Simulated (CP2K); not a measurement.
W under changes of volume

One of the cells (16.731 Å³/atom); the others are scaled copies at fixed shape and fractional positions:

```
W
1.0
     2.87085    0.00000    0.00000
     1.43543    2.48623    0.00000
     1.43543    0.82874    2.34404
W
1
Direct
  0.00000 0.00000 0.00000
```

This isn't the form of W at room conditions, which is bcc.

```yaml
Program: CP2K 2026.2
Functional: PBE
Potentials_or_basis: POTENTIAL_UZH W GTH-PBE-q14; TZVP-MOLOPT-PBE-GTH basis
Density_cutoff: 6123 eV
k_mesh: 11 × 11 × 11
Occupations: fermi-dirac, width 0.05 eV
Spin: no spin polarisation
```

```tsv
volume (Å³/atom)	energy over the lowest point (meV/atom)	pressure (GPa)
15.727	22.00	12.2
16.062	?	?
16.396	0.00	-1.0
16.731	8.37	-6.6
17.065	27.85	-11.6
17.400	57.18	-16.1
17.735	95.27	-20.0
```

Question: What does the run at 16.062 Å³/atom give?

Answer: Energy over the lowest point 4.08 meV/atom; pressure 5.2 GPa.

Worked out: A Birch-Murnaghan fit of order 3 (a polynomial in V^(-2/3)) to the other rows has its minimum at 16.33 Å³/atom with B0 = V·E''(V) = 297 GPa and B' = 4.7. It gives 3.99 meV/atom at 16.062 Å³/atom, against the run's 4.08, and -dE/dV = 5.1 GPa, against 5.2.

Energies are extrapolated to zero smearing.

Caveats: the basis of atomic orbitals isn't converged, which shifts pressures, moduli and gaps.
